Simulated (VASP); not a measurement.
# MgTe (F-43m) in VASP: further runs

The runs below take MgTe through relaxation of cell and atoms, with PBEsol.

Program: VASP 6.6.1. These are calculated values, not measurements. Logs are shortened: lines on timing, memory, paths and dates and some standing lists are left out, and cuts for length are marked.

## Step 1: The structure

Symmetry: F-43m, No. 216, cubic system. Conventional cell: a = 6.464 Å, b = 6.464 Å, c = 6.464 Å, α = 90.00°, β = 90.00°, γ = 90.00°. Mg (site symmetry -43m) is surrounded by 4 Te at 2.80 Å. Te (site symmetry -43m) has 4 Mg at 2.80 Å as nearest neighbours.

The cell was built by a generator and needn't be a form met in nature.

## Step 2: Relaxation of cell and atoms, PBEsol

Contents of INCAR:

```
SYSTEM = MgTe
ALGO = Normal
EDIFF = 1E-6
EDIFFG = -0.01
ENCUT = 600
GGA = PS
IBRION = 2
ISIF = 3
ISMEAR = 0
LASPH = .TRUE.
LCHARG = .FALSE.
LREAL = .FALSE.
LWAVE = .FALSE.
NELM = 80
NSW = 90
PREC = Accurate
SIGMA = 0.03
```

Contents of KPOINTS:

```
k-points
0
G
  8 8 8
  0 0 0
```

Contents of POSCAR:

```
MgTe
1.0
    0.0000000000      3.2319988200      3.2319988200
    3.2319988200      0.0000000000      3.2319988200
    3.2319988200      3.2319988200      0.0000000000
Mg Te
1 1
Direct
    0.0000000000      0.0000000000      0.0000000000
    0.2500000000      0.2500000000      0.2500000000
```

Potentials or basis: VASP PAW PBE potentials, release 64 (Mg, Te).

Launch:

```sh
cat potpaw_PBE.64/Mg/POTCAR potpaw_PBE.64/Te/POTCAR > POTCAR
mpirun -np 1 vasp_std > vasp.out
```

OUTCAR:

```text
SYSTEM = MgTe
   EDIFF = 1E-6
   EDIFFG = -0.01
   ENCUT = 600
   GGA = PS
   IBRION = 2
   ISIF = 3
   ISMEAR = 0
   LASPH = .TRUE.
   LREAL = .FALSE.
   NELM = 80
   NSW = 90
   PREC = Accurate

 ion  position               nearest neighbor table
   1  0.000  0.000  0.000-   2 2.80   2 2.80   2 2.80   2 2.80
   2  0.250  0.250  0.250-   1 2.80   1 2.80   1 2.80   1 2.80

  LATTYP: Found a face centered cubic cell.
 ALAT       =     6.4639976400

  Lattice vectors:

 A1 = (   0.0000000000,   3.2319988200,   3.2319988200)
 A2 = (   3.2319988200,   0.0000000000,   3.2319988200)
 A3 = (   3.2319988200,   3.2319988200,   0.0000000000)

Analysis of symmetry for initial positions (statically):
=====================================================================
 Subroutine PRICEL returns:
 Original cell was already a primitive cell.

 Routine SETGRP: Setting up the symmetry group for a
 face centered cubic supercell.

 Subroutine GETGRP returns: Found 24 space group operations
 (whereof 24 operations were pure point group operations)
 out of a pool of 48 trial point group operations.

The static configuration has the point symmetry T_d .

Analysis of symmetry for dynamics (positions and initial velocities):
=====================================================================
 Subroutine PRICEL returns:
 Original cell was already a primitive cell.

 Routine SETGRP: Setting up the symmetry group for a
 face centered cubic supercell.

 Subroutine GETGRP returns: Found 24 space group operations
 (whereof 24 operations were pure point group operations)
 out of a pool of 48 trial point group operations.

The dynamic configuration has the point symmetry T_d .

 Subroutine INISYM returns: Found 24 space group operations
 (whereof 24 operations are pure point group operations),
 and found     1 'primitive' translations

----------------------------------------------------------------------------------------

                                     Primitive cell

  volume of cell :      67.5217

  direct lattice vectors                    reciprocal lattice vectors
     0.000000000  3.231998820  3.231998820    -0.154703027  0.154703027  0.154703027
     3.231998820  0.000000000  3.231998820     0.154703027 -0.154703027  0.154703027
     3.231998820  3.231998820  0.000000000     0.154703027  0.154703027 -0.154703027

  length of vectors
     4.570736565  4.570736565  4.570736565     0.267953502  0.267953502  0.267953502

  position of ions in fractional coordinates (direct lattice)
     0.000000000  0.000000000  0.000000000
     0.250000000  0.250000000  0.250000000

  ion indices of the primitive-cell ions
   primitive index   ion index
                 1           1
                 2           2

----------------------------------------------------------------------------------------

 KPOINTS: k-points

Automatic generation of k-mesh.
 Grid dimensions read from file:
 generate k-points for:    8    8    8

 Generating k-lattice:

  Cartesian coordinates                     Fractional coordinates (reciprocal lattice)
    -0.019337878  0.019337878  0.019337878     0.125000000  0.000000000  0.000000000
     0.019337878 -0.019337878  0.019337878     0.000000000  0.125000000  0.000000000
     0.019337878  0.019337878 -0.019337878     0.000000000  0.000000000  0.125000000

  Length of vectors
     0.033494188  0.033494188  0.033494188

  Shift w.r.t. Gamma in fractional coordinates (k-lattice)
     0.000000000  0.000000000  0.000000000

 Subroutine IBZKPT returns following result:
 ===========================================

 Found     29 irreducible k-points:

[... 54 lines left out ...]
   TEBEG  =    0.0;   TEEND  =   0.0 temperature during run
   PSTRESS=    0.0 pullay stress
   NELECT =       8.0000    total number of electrons
   NUPDOWN=      -1.0000    fix difference up-down
   EMIN   =  10.00;   EMAX   =-10.00  energy-range for DOS
   EFERMI =   0.00;   METHOD = LEGACY
   ISMEAR =     0;   SIGMA  =   0.03  broadening in eV -4-tet -1-fermi 0-gaus
   EFERMI_NEDOS =   21; number of points for ismear=-14 and -15
   IALGO  =     38    algorithm
   IMIX   =      4    mixing-type and parameters
     AMIX     =   0.40;   BMIX     =  1.00
     AMIX_MAG =   1.60;   BMIX_MAG =  1.00
  volume/ion in A,a.u.               =      33.76       227.83
  Fermi-wavevector in a.u.,A,eV,Ry     =   0.804063  1.519460  8.796411  0.646518
  Thomas-Fermi vector in A             =   1.912049
   LORBIT       =      0    0 simple, 1 ext, 2 COOP (PROOUT), +10 PAW based schemes
   GGA     = PS    functional components
   LHFCALC =     F    Hartree Fock is set to
   AEXX    =    0.0000 exact exchange contribution
   IVDW    =     0    specifies the selected vdW correction
   LEPSILON=     F    determine dielectric tensor
   LRPA    =     F    only Hartree local field effects (RPA)
 conjugate gradient relaxation of ions
 non-spin polarized calculation
 Gauss-broadening in eV      SIGMA  =   0.03
  energy-cutoff  :      600.00
  volume of cell :       67.52
 maximum number of plane-waves:      2272
 NGX is ok and might be reduce to    40
   NGX = 19   NGY = 19   NGZ = 19

--------------------------------------- Ionic step        1  -------------------------------------------

 number of electron       8.0000000 magnetization

 Free energy of the ion-electron system (eV)
  ---------------------------------------------------
  ext. energy  EPLUGINS =         0.00000000
  ---------------------------------------------------
  free energy    TOTEN  =        -6.89221510 eV

  energy without entropy =       -6.89221510  energy(sigma->0) =       -6.89221510

------------------------ aborting loop because EDIFF is reached ----------------------------------------

  FORCE on cell =-STRESS in cart. coord.  units (eV):
  Direction    XX          YY          ZZ          XY          YZ          ZX
  --------------------------------------------------------------------------------------
  -------------------------------------------------------------------------------------
  Total       -0.1609288     -0.1609288     -0.1609288      0.0000000      0.0000000      0.0000000
  in kB       -3.8185707     -3.8185707     -3.8185707      0.0000000      0.0000000      0.0000000
  external PRESSURE =      -3.8185707 kB  Pullay stress =       0.0000000 kB

 VOLUME and BASIS-vectors are now :
 -----------------------------------------------------------------------------
  energy-cutoff  :      600.00
  volume of cell :       67.52
      direct lattice vectors                 reciprocal lattice vectors
     0.000000000  3.231998820  3.231998820    -0.154703027  0.154703027  0.154703027
     3.231998820  0.000000000  3.231998820     0.154703027 -0.154703027  0.154703027
     3.231998820  3.231998820  0.000000000     0.154703027  0.154703027 -0.154703027

 POSITION                                       TOTAL-FORCE (eV/Angst)
 -----------------------------------------------------------------------------------
      0.00000      0.00000      0.00000         0.000000      0.000000      0.000000
      1.61600      1.61600      1.61600        -0.000000     -0.000000     -0.000000
 -----------------------------------------------------------------------------------
    total drift:                                0.000000      0.000000      0.000000

  FREE ENERGIE OF THE ION-ELECTRON SYSTEM (eV)
  ---------------------------------------------------
  free  energy   TOTEN  =        -6.8922151004 eV

  energy  without entropy=       -6.8922151004  energy(sigma->0) =       -6.89221510

--------------------------------------- Ionic step        2  -------------------------------------------

 number of electron       8.0000000 magnetization

 Free energy of the ion-electron system (eV)
  ---------------------------------------------------
  ext. energy  EPLUGINS =         0.00000000
  ---------------------------------------------------
  free energy    TOTEN  =        -6.89310070 eV

  energy without entropy =       -6.89310070  energy(sigma->0) =       -6.89310070

 E-fermi :   1.9820     XC(G=0):  -8.0436

 val. band max:        1.8602901348   @ k =   0.0000   0.0000   0.0000
 cond. band min:       4.2096029379   @ k =   0.0000   0.0000   0.0000
 fundamental gap:      2.3493128031
 Fermi energy:         1.9820113990

 k-point     1 :       0.0000    0.0000    0.0000
  band No.  band energies     occupation
      1      -8.3912      2.00000
      2       1.8603      2.00000
      3       1.8603      2.00000
      4       1.8603      2.00000
      5       4.2096      0.00000
      6       7.2914      0.00000
      7       7.2914      0.00000
      8       7.2914      0.00000
[... 243 lines left out ...]
 k-point    24 :      -0.3750    0.2500    0.1250
  band No.  band energies     occupation
      1      -7.6842      2.00000
      2      -1.1463      2.00000
      3       0.3595      2.00000
      4       1.0662      2.00000
      5       6.1415      0.00000
      6       6.6439      0.00000
      7       8.5232      0.00000
      8       9.0253      0.00000

 [... further k-points ...]

------------------------ aborting loop because EDIFF is reached ----------------------------------------

  FORCE on cell =-STRESS in cart. coord.  units (eV):
  Direction    XX          YY          ZZ          XY          YZ          ZX
  --------------------------------------------------------------------------------------
  -------------------------------------------------------------------------------------
  Total        0.0106451      0.0106451      0.0106451      0.0000000      0.0000000     -0.0000000
  in kB        0.2555560      0.2555560      0.2555560      0.0000000      0.0000000     -0.0000000
  external PRESSURE =       0.2555560 kB  Pullay stress =       0.0000000 kB

 VOLUME and BASIS-vectors are now :
 -----------------------------------------------------------------------------
  energy-cutoff  :      600.00
  volume of cell :       66.74
      direct lattice vectors                 reciprocal lattice vectors
     0.000000000  3.219452793  3.219452793    -0.155305896  0.155305896  0.155305896
     3.219452793  0.000000000  3.219452793     0.155305896 -0.155305896  0.155305896
     3.219452793  3.219452793  0.000000000     0.155305896  0.155305896 -0.155305896

 POSITION                                       TOTAL-FORCE (eV/Angst)
 -----------------------------------------------------------------------------------
      0.00000      0.00000      0.00000        -0.000000     -0.000000     -0.000000
      1.60973      1.60973      1.60973         0.000000      0.000000      0.000000
 -----------------------------------------------------------------------------------
    total drift:                                0.000000      0.000000      0.000000

  FREE ENERGIE OF THE ION-ELECTRON SYSTEM (eV)
  ---------------------------------------------------
  free  energy   TOTEN  =        -6.8931006975 eV

  energy  without entropy=       -6.8931006975  energy(sigma->0) =       -6.89310070

 reached required accuracy - stopping structural energy minimisation
```

Wall time 34 s (1 thread of AMD EPYC 7R13 (Zen 3), shared host); peak memory 0.21 GiB.

What came out:

```
Free energy                            : -6.8931 eV
Relaxed volume                         : 33.37 Å³/atom
Relaxed cell                           : a = 4.553 Å, b = 4.553 Å, c = 4.553 Å, α = 60.00°, β = 60.00°, γ = 60.00°
Space group after relaxing (to 0.05 Å) : F-43m (No. 216)
Energy gained by relaxing              : 0.4 meV/atom
Ionic steps                            : 2
Pressure after relaxing                : 0.0 GPa
Band gap on the k mesh                 : 2.35 eV, direct
```

Step by step:
| step | energy change (eV) | largest force (eV/Å) | pressure (GPa) | volume (Å³) |
| --- | --- | --- | --- | --- |
| 1 | 0.0000 | 0.0000 | -0.38 | 67.52 |
| 2 | -0.0009 | 0.0000 | 0.03 | 66.74 |

Final structure:
```
CELL_PARAMETERS angstrom
0.00000 3.21945 3.21945
3.21945 0.00000 3.21945
3.21945 3.21945 0.00000
ATOMIC_POSITIONS crystal
Mg 0.00000 0.00000 0.00000
Te 0.25000 0.25000 0.25000
```

Levels at points of the mesh, in eV from the valence-band top:
| k point | band 1 | band 2 | band 3 | band 4 | band 5 | band 6 | band 7 | band 8 |
| --- | --- | --- | --- | --- | --- | --- | --- | --- |
| (0.00, 0.00, 0.00) | -10.25 | 0.00 | 0.00 | 0.00 | 2.35 | 5.43 | 5.43 | 5.43 |
| (0.50, 0.00, 0.00) | -9.65 | -3.29 | -0.43 | -0.43 | 3.17 | 5.47 | 5.47 | 7.20 |
| (0.50, 0.50, 0.00) | -9.44 | -3.10 | -1.21 | -1.21 | 2.70 | 3.48 | 9.60 | 9.60 |

Caveat: the PAW data sets were made with another functional, which shifts forces and pressure a little; spin-orbit coupling is left out, which moves the levels of the heavy elements. A k mesh can miss the band edges.

[end of part 1 of 2]
